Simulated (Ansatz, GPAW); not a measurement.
# Geometry or basis: what sets the conductance of propane-1,3-dithiol between two Al chains, part 3 of 3

How well does propane-1,3-dithiol between two Al chains conduct once its atoms have relaxed, and how much do cheaper levels lose?

GPAW 26.7.0 and Ansatz 0.2.0; Ansatz plane waves; relaxation of the junction with the lead ends held; PAW set soft_1 (the session's first sound run).

So far, transmission at the Fermi level (one spin): step 3 (plane waves, PBE) 2.5e-4; step 5 (single-zeta polarised basis, PBE, GPAW) 4.1e-4; step 6 (minimal basis, PBE, GPAW) 4.9e-4; step 7 (revPBE in the dzp basis: xc = "revPBE") 2.7e-4; step 8 (the structure as built: geometry = "as built", PBE, GPAW) 0.985. Also open channels of the lead at the Fermi level (one spin): 2 in steps 3, 4, 5 and 7.

**10. Comparison**

The curves are compared point by point over the common energies.

This step: comparison of transmission and cost over codes, levels and geometry; PAW set soft_1 (GPAW 26.7.0).

Ladder, by row:

| step | code | T at the Fermi level (sum over the listed spins) | conductance (G0) | r.m.s. T(E) from the first | wall time (s) | peak memory (GiB) | threads |
| --- | --- | --- | --- | --- | --- | --- | --- |
| pw-pbe | Ansatz | 2.53e-4 | 2.50e-4 | 0 | 11968 | 6.713 | 4 |
| dzp | GPAW | 2.98e-4 | 2.94e-4 | 0.07564 | 89.48 | 1.87 | 1 |
| szp | GPAW | 4.11e-4 | 4.05e-4 | 0.09939 | 78.92 | 1.84 | 1 |
| sz | GPAW | 4.87e-4 | 4.82e-4 | 0.08343 | 53.32 | 1.71 | 1 |
| dzp-revPBE | GPAW | 2.70e-4 | 2.66e-4 | 0.09749 | 93.53 | 1.87 | 1 |
| asbuilt | GPAW | 0.9849 | 0.8302 | 0.3812 | 103.6 | 1.87 | 1 |

Table of transmission, zone mean, sum over the listed spins by energy, zero at the Fermi level:

| energy (eV) | pw-pbe | dzp | szp | sz | dzp-revPBE | asbuilt |
| --- | --- | --- | --- | --- | --- | --- |
| -2.0000 | 6.5e-6 | 5.2e-6 | 3.4e-6 | 1.1e-5 | 5.9e-6 | 0.0723 |
| -1.7500 | 2.6e-6 | 2.8e-6 | 4.5e-6 | 8.4e-7 | 2.1e-6 | 0.0227 |
| -1.5500 | 0.00854 | 0.285 | 0.00854 | 5.2e-10 | 0.114 | 0.00573 |
| -1.5000 | 0.0282 | 0.0110 | 0.0311 | 1.7e-11 | 0.0106 | 0.00458 |
| -1.4250 | 0.201 | 0.0686 | 0.00110 | 2.9e-12 | 0.239 | 0.00296 |
| -1.2500 | 0 | 4.2e-11 | 8.0e-12 | 5.4e-12 | 3.7e-11 | 1.4e-10 |
| -1.0000 | 0 | 2.2e-12 | 4.6e-11 | 4.2e-13 | 2.0e-12 | 1.5e-12 |
| -0.7500 | 0 | 5.1e-15 | 2.6e-15 | 2.1e-15 | 1.2e-14 | 9.6e-13 |
| -0.5000 | 0 | 2.1e-14 | 5.1e-15 | 3.4e-14 | 2.1e-14 | 2.7e-12 |
| -0.2500 | 1.9e-4 | 2.2e-4 | 2.3e-4 | 3.4e-4 | 2.0e-4 | 0.801 |
| 0.0000 | 2.5e-4 | 3.0e-4 | 4.1e-4 | 4.9e-4 | 2.7e-4 | 0.985 |
| 0.2500 | 1.6e-4 | 2.0e-4 | 3.4e-4 | 4.2e-4 | 1.8e-4 | 0.0162 |
| 0.5000 | 6.2e-5 | 8.9e-5 | 2.1e-4 | 2.9e-4 | 8.1e-5 | 0.00658 |
| 0.7500 | 7.4e-6 | 1.3e-5 | 1.0e-4 | 5.6e-4 | 1.1e-5 | 0.00713 |
| 1.0000 | 0.00102 | 5.6e-4 | 0.00499 | 0.00480 | 8.0e-5 | 0.0110 |
| 1.2500 | 0.705 | 0.395 | 0.851 | 0.671 | 0.212 | 0.0183 |
| 1.3750 | 0.988 | 0.883 | 0.916 | 0.891 | 0.879 | 0.0218 |
| 1.4000 | 0.995 | 0.895 | 0.943 | 0.881 | 0.886 | 0.0224 |
| 1.4250 | 1.000 | 0.912 | 0.931 | 0.846 | 0.897 | 0.0231 |
| 1.4500 | 0.986 | 0.924 | 0.869 | 0.780 | 0.913 | 0.0238 |
| 1.5000 | 0.867 | 0.885 | 0.654 | 0.590 | 0.914 | 0.0252 |
| 1.7500 | 0.171 | 0.192 | 0.127 | 0.111 | 0.228 | 0.0325 |
| 2.0000 | 0.0577 | 0.0652 | 0.0572 | 0.0456 | 0.0727 | 0.0406 |

**11. Smearing 0.2: width = 0.2**

Smearing helps the SCF of a metal converge, but it blurs occupations at band edges near the Fermi level.

This step: GPAW LCAO, PAW setups; Landauer transmission from Green's functions with principal layers (ASE), zero bias (GPAW 26.7.0).

Input file run.py:

```python
import json
import numpy as np
from ase import Atoms
from ase.transport.calculators import TransportCalculator
from gpaw import GPAW, FermiDirac
from gpaw.lcao.tools import get_lcao_hamiltonian
from scipy.linalg import eigh

# The junction with lead layers at both ends, along the third cell vector
device = Atoms(
    ['Al', 'Al', 'Al', 'Al', 'Al', 'Al', 'Al', 'S', 'H', 'H', 'C', 'H', 'C', 'H', 'C', 'H', 'H', 'S', 'Al', 'Al', 'Al', 'Al', 'Al', 'Al', 'Al'],
    positions=[
        [5.91547, 6.08304, 1.20000],
        [5.91547, 6.08304, 3.60000],
        [5.91547, 6.08304, 6.00000],
        [5.91547, 6.08304, 8.40000],
        [5.91547, 6.08304, 10.80000],
        [5.82459, 7.90218, 12.54402],
        [5.93764, 5.83221, 13.99670],
        [6.00478, 4.45217, 15.76912],
        [5.16261, 6.22849, 17.23366],
        [6.94347, 6.15738, 17.24961],
        [6.02721, 5.55345, 17.27652],
        [5.06920, 4.07941, 18.55112],
        [5.98322, 4.69116, 18.55063],
        [6.83278, 3.99237, 18.54995],
        [6.02883, 5.55299, 19.82489],
        [6.94485, 6.15731, 19.85107],
        [5.16391, 6.22744, 19.86992],
        [6.00989, 4.45006, 21.33132],
        [5.93767, 5.83212, 23.10194],
        [5.82038, 7.89975, 24.55710],
        [5.91547, 6.08304, 26.30331],
        [5.91547, 6.08304, 28.70331],
        [5.91547, 6.08304, 31.10331],
        [5.91547, 6.08304, 33.50331],
        [5.91547, 6.08304, 35.90331]],
    cell=[[11.83094, 0.0, 0.0], [0.0, 12.16608, 0.0], [0.0, 0.0, 37.10331]],
    pbc=True)

# One principal layer of the lead: the first 4 atoms of the device
lead = Atoms(
    ['Al', 'Al', 'Al', 'Al'],
    positions=[
        [5.91547, 6.08304, 1.20000],
        [5.91547, 6.08304, 3.60000],
        [5.91547, 6.08304, 6.00000],
        [5.91547, 6.08304, 8.40000]],
    cell=[[11.83094, 0.0, 0.0], [0.0, 12.16608, 0.0], [0.0, 0.0, 9.6]],
    pbc=True)

settings = dict(mode='lcao', basis='dzp', xc='PBE', h=0.2,
                occupations=FermiDirac(0.2), maxiter=250,
                mixer=dict(beta=0.1, nmaxold=8, weight=100.0),
                convergence=dict(density=0.0001))
energies = np.arange(-2, 2 + 1e-9, 0.025)
eta = 0.0001
n1, n2 = 1, 1
# k and -k transmit alike, so half of the mesh across the current serves
mesh = [(i, j) for i in range(n1) for j in range(n2) if (i, j) <= (-i % n1, -j % n2)]
weights = np.array([1 if (i, j) == (-i % n1, -j % n2) else 2 for i, j in mesh]) / (n1 * n2)


def ground_state(atoms, size, txt):
    atoms.calc = GPAW(kpts={'size': size, 'gamma': True}, symmetry={'tolerance': 1e-3}, txt=txt, **settings)
    atoms.get_potential_energy()
    return atoms.calc.get_fermi_level()


def blocks(atoms, fermi, points, nz, cells):
    """H - E_F S and S between cell 0 and the cells above it, at each point across the current."""
    kz = np.arange(nz) / nz
    calc = atoms.calc.fixed_density(kpts=[(*k, z) for k in points for z in kz], symmetry='off', txt=None)
    H, S = get_lcao_hamiltonian(calc)
    H = (H - fermi * S).reshape(len(H), len(points), nz, *S.shape[1:])
    S = S.reshape(H.shape[1:])
    phases = [np.exp(-2j * np.pi * kz * R) / nz for R in cells]
    return [(np.einsum('skzij,z->ksij', H, p), np.einsum('kzij,z->kij', S, p)) for p in phases]


def pair(a, b):
    return np.block([[a, b], [b.T.conj(), a]])


def count_channels(h, s, cells, nk=240):
    """Half the number of times that the lead's bands cross each energy, unfolded to its shortest repeat."""
    b = len(h) // cells
    bands = []
    for k in (np.arange(nk + 1) + 0.5) / nk:
        hk, sk = h[:b, :b].copy(), s[:b, :b].copy()
        for R in range(1, cells):
            phase, block = np.exp(2j * np.pi * k * R), slice(R * b, (R + 1) * b)
            hk += h[:b, block] * phase + (h[:b, block] * phase).T.conj()
            sk += s[:b, block] * phase + (s[:b, block] * phase).T.conj()
        w, u = eigh(sk)
        x = u[:, w > 1e-5] / w[w > 1e-5]**0.5  # drop near-dependent combinations
        bands.append(np.r_[eigh(x.T.conj() @ hk @ x, eigvals_only=True), [1e9] * (w <= 1e-5).sum()])
    below = np.array(bands)[:, :, None] < energies
    return (below[1:] != below[:-1]).sum((0, 1)) / 2


fermi_lead = ground_state(lead, (1, 1, 12), 'lead.txt')
fermi_device = ground_state(device, (1, 1, 2), 'device.txt')
T, channels, eigen, tail, misfit, shifts = [], [], [], 0.0, 0.0, []
for first in range(0, len(mesh), 177):
    points = [(i / n1, j / n2) for i, j in mesh[first:first + 177]]
    (H0k, S0k), (H1k, S1k), (H2k, _) = blocks(lead, fermi_lead, points, 5, range(3))
    [(Hk, Sk)] = blocks(device, fermi_device, points, 2, [0])
    tail = max(tail, abs(H2k).max())
    for H0, S0, H1, S1, H, S in zip(H0k, S0k, H1k, S1k, Hk, Sk):
        n = len(S0)
        # Shift the lead onto the potential of the device's first layer
        shift = ((H[:, 0, 0] - H0[:, 0, 0]) / S0[0, 0]).real.mean()
        shifts.append(shift)
        misfit = max(misfit, abs(H[:, :n, :n] - H0 - shift * S0).max())
        Tk, Ck, Ek = [], [], []
        for s in range(len(H)):
            t = s % len(H0)  # a lead without moments serves both spins
            h1, s1 = pair(H0[t] + shift * S0, H1[t] + shift * S1), pair(S0, S1)
            leads = dict(h1=h1, s1=s1, energies=energies, eta=eta, eta1=eta, eta2=eta)
            calc = TransportCalculator(h=H[s], s=S, eigenchannels=3, **leads)
            Tk.append(calc.get_transmission())
            Ek.append(np.sort(calc.eigenchannels_ne, axis=0)[::-1])
            Ck.append(count_channels(h1, s1, 8))
        T.append(Tk)
        channels.append(Ck)
        eigen.append(Ek)
T, channels = np.array(T), np.array(channels)
mean, open_channels = np.einsum('kse,k->se', T, weights), np.einsum('kse,k->se', channels, weights)

print(f'basis functions: device {len(S)}, principal layer {n}')
print(f'Fermi level: lead {fermi_lead:.4f} eV, device {fermi_device:.4f} eV; lead shifted by {np.mean(shifts):.4f} eV')
print(f'largest coupling past the next layer {tail:.2e} eV, largest misfit of the first layer {misfit:.3f} eV')
print('  E-E_F (eV)   ' + 'T (one spin)  channels')
for e, t, c in zip(energies, mean.T, open_channels.T):
    print(f'{e:10.3f}  ', *[f'{x:11.4e}' for x in t], *[f'{x:9.4f}' for x in c])

kT = 8.617333e-5 * 300
fine = np.linspace(energies[0], energies[-1], 4001)
both = np.exp(np.interp(fine, energies, np.log(np.maximum(mean.sum(0) * 2 / len(mean), 1e-30))))
fermi = lambda mu: 1 / (1 + np.exp(np.clip((fine - mu) / kT, -200, 200)))
slope = fermi(0) * (1 - fermi(0)) / kT
G = np.trapezoid(both * slope, fine) / 2
seebeck = -np.trapezoid(both * slope * fine, fine) / (2 * G * 300) * 1e6
print(f'conductance at 300 K: {G:.5g} G0 a cell; thermopower {seebeck:.4g} uV/K')
bias = [0.1, 0.2, 0.5, 1.0, 1.5, 2.0]
current = [38.74 * np.trapezoid(both * (fermi(V / 2) - fermi(-V / 2)), fine) for V in bias]
for V, I in zip(bias, current):
    print(f'current from the zero-bias T(E) at {V} V: {I:.5g} uA')
zero = abs(energies).argmin()
json.dump(dict(energies=energies.tolist(), T=mean.tolist(), channels=open_channels.tolist(), G=G, seebeck=seebeck,
               bias=bias, current=current, tail=tail, misfit=misfit, shift=np.mean(shifts), n_device=len(S), n_lead=n,
               fermi=[fermi_lead, fermi_device], energy=device.get_potential_energy(),
               moments=device.get_magnetic_moments().tolist(), mesh=mesh, weights=weights.tolist(),
               T_k=T[:, :, zero].tolist(), eigen=np.array(eigen[0]).tolist()), open('result.json', 'w'))
```

Run with:

```sh
OMP_NUM_THREADS=1 OPENBLAS_NUM_THREADS=1 python run.py
```

Run time: 88 s. Hardware: 1 thread of Arm Neoverse V1, shared host; peak memory 1.9 GiB.

Numbers from this step:

```
conductance                                    : 2.84e-4 G₀
largest coupling past the next principal layer : 1.90e-15 eV
largest misfit of the first principal layer    : 0.04432 eV
shift that aligns the lead                     : 0.01394 eV
transmission at the Fermi level (one spin)     : 2.87e-4
```

One spin. Table of transmission, zone mean by energy, zero at the Fermi level:

| energy (eV) | transmission, zone mean |
| --- | --- |
| -2.000 | 5.9e-6 |
| -1.900 | 6.0e-6 |
| -1.800 | 1.8e-6 |
| -1.700 | 6.9e-6 |
| -1.600 | 5.9e-4 |
| -1.550 | 0.325 |
| -1.500 | 0.00814 |
| -1.400 | 0.00362 |
| -1.300 | 1.7e-10 |
| -1.200 | 5.4e-12 |
| -1.100 | 1.9e-12 |
| -1.000 | 2.9e-12 |
| -0.900 | 1.5e-9 |
| -0.800 | 0 |
| -0.700 | 0 |
| -0.600 | 0 |
| -0.500 | 0 |
| -0.400 | 5.2e-5 |
| -0.300 | 1.9e-4 |
| -0.200 | 2.5e-4 |
| -0.100 | 2.8e-4 |
| 0.000 | 2.9e-4 |
| 0.100 | 2.7e-4 |
| 0.200 | 2.4e-4 |
| 0.300 | 1.9e-4 |
| 0.400 | 1.5e-4 |
| 0.500 | 1.0e-4 |
| 0.600 | 5.9e-5 |
| 0.700 | 2.7e-5 |
| 0.800 | 8.8e-6 |
| 0.900 | 1.3e-5 |
| 1.000 | 7.7e-4 |
| 1.100 | 0.00802 |
| 1.200 | 0.102 |
| 1.300 | 0.758 |
| 1.400 | 0.896 |
| 1.450 | 0.923 |
| 1.500 | 0.889 |
| 1.600 | 0.549 |
| 1.700 | 0.275 |
| 1.800 | 0.152 |
| 1.900 | 0.0962 |
| 2.000 | 0.0673 |

Crossings of the lead's bands, unfolded to its shortest repeat. The open channels, zone mean by energy, zero at the Fermi level:

energy (eV), open channels, zone mean and a bar:
```
   -2.000       1.00 ##########
   -1.800       1.00 ##########
   -1.600       1.00 ##########
   -1.400       1.00 ##########
   -1.200       0.00 
   -1.000       0.00 
   -0.800       0.00 
   -0.600       0.00 
   -0.400       2.00 ####################
   -0.200       2.00 ####################
    0.000       2.00 ####################
    0.200       2.00 ####################
    0.400       2.00 ####################
    0.600       2.00 ####################
    0.800       2.00 ####################
    1.000       3.00 ##############################
    1.200       3.00 ##############################
    1.400       3.00 ##############################
    1.600       3.00 ##############################
    1.800       3.00 ##############################
    2.000       3.00 ##############################
```

Not self-consistent under bias; the bias window is split evenly. Current through one cell, from the zero-bias transmission against bias:

| bias (V) | current through one cell, from the zero-bias transmission (nA) |
| --- | --- |
| 0.100 | 2.20 |
| 0.200 | 4.35 |
| 0.500 | 10.2 |
| 1.000 | 15.1 |
| 1.500 | 16.1 |
| 2.000 | 21.0 |

Table of transmission of the three most open eigenchannels by energy, zero at the Fermi level:

| energy (eV) | channel 1 | channel 2 | channel 3 |
| --- | --- | --- | --- |
| -1.700 | 6.9e-6 | 0 | 0 |
| -1.600 | 5.9e-4 | 0 | 0 |
| -1.500 | 0.00814 | 0 | 0 |
| -1.400 | 0.00362 | 0 | 0 |
| -1.300 | 1.7e-10 | 0 | 0 |
| -1.200 | 5.4e-12 | 0 | 0 |
| -1.100 | 1.9e-12 | 0 | 0 |
| -1.000 | 2.9e-12 | 0 | 0 |
| -0.900 | 1.5e-9 | 0 | 0 |
| -0.800 | 0 | 0 | 0 |
| -0.700 | 0 | 0 | 0 |
| -0.600 | 0 | 0 | 0 |
| -0.500 | 0 | 0 | 0 |
| -0.400 | 2.9e-5 | 2.3e-5 | 0 |
| -0.300 | 1.2e-4 | 6.9e-5 | 0 |
| -0.200 | 1.8e-4 | 6.9e-5 | 0 |
| -0.100 | 2.3e-4 | 4.9e-5 | 0 |
| 0.000 | 2.5e-4 | 3.3e-5 | 0 |
| 0.100 | 2.5e-4 | 2.2e-5 | 0 |
| 0.200 | 2.2e-4 | 1.5e-5 | 0 |
| 0.300 | 1.8e-4 | 9.2e-6 | 0 |
| 0.400 | 1.4e-4 | 5.4e-6 | 0 |
| 0.500 | 9.8e-5 | 2.9e-6 | 0 |
| 0.600 | 5.8e-5 | 1.4e-6 | 0 |
| 0.700 | 2.7e-5 | 5.6e-7 | 0 |
| 0.800 | 8.6e-6 | 1.6e-7 | 0 |
| 0.900 | 1.3e-5 | 1.9e-7 | 4.7e-9 |
| 1.000 | 7.7e-4 | 1.0e-6 | 9.9e-8 |
| 1.100 | 0.00802 | 6.1e-7 | 3.2e-7 |
| 1.200 | 0.102 | 6.5e-7 | 1.1e-7 |
| 1.300 | 0.758 | 1.1e-6 | 3.3e-8 |
| 1.400 | 0.896 | 1.6e-6 | 5.3e-7 |
| 1.500 | 0.889 | 2.3e-6 | 1.7e-6 |
| 1.600 | 0.549 | 3.9e-6 | 2.8e-6 |
| 1.700 | 0.275 | 7.3e-6 | 3.6e-6 |
| 1.800 | 0.152 | 1.3e-5 | 4.6e-6 |
| 1.900 | 0.0962 | 2.1e-5 | 5.8e-6 |
| 2.000 | 0.0672 | 3.5e-5 | 7.4e-6 |

The conductance, 2.8e-4 G₀, lies 3.3 % below that of the dzp run.

**12. What came out**

- conductance: 2.9e-4 G₀
- transmission at the Fermi level, mean of the spins: 3.0e-4
- thermopower: 3.26 μV/K
- open channels of the lead there: 2

In the dzp basis the junction conducts 2.9e-4 G₀ at 300 K, with T = 3.0e-4 a spin at the Fermi level; no smaller basis tried comes within 10 % of that conductance. Relaxation moved atoms by up to 3.6 Å and took the conductance from 0.830 to 2.9e-4 G₀, as a ratio a larger change than the step from dzp to the minimal basis. Plane waves (PBE) give T = 2.5e-4 there. The junction is in the tunnelling regime at the Fermi level. Measured against the first run (pw-pbe), the nearest curve is that of dzp (r.m.s. 0.076) and the farthest that of asbuilt (0.38). Over the compared runs wall time goes from 53 s (sz) to 11968 s (pw-pbe), on a shared host; the plane-wave run used 4 threads and the orbital runs 1. Moves of this size go well beyond a change of bond lengths: the free chain atoms or the scatterer took up a new arrangement, and the name in the title describes the start. The leads kept an estimated spacing and the cell its length, so the junction may be under some tension or compression. Semilocal functionals put molecular levels too near the Fermi level, so such conductances usually come out too high, and chain electrodes have a sharper density of states than real ones. An evenly spaced straight chain is an idealisation: free chains tend to dimerise, zigzag or, where a band edge lies near the Fermi level, turn magnetic. The currents use the zero-bias T(E) throughout, which holds only while the bias is small against the distance to the nearest feature.

[Logs are printed without paths, hosts, clocks, repeated set-up lines and the standing remarks that a program may print on its own settings, such as how far it seeks lower states.]

[Hosts, paths, dates, database ids (printed as entryN), source tags and the programs' standing remarks are cut or masked in the printed files.]
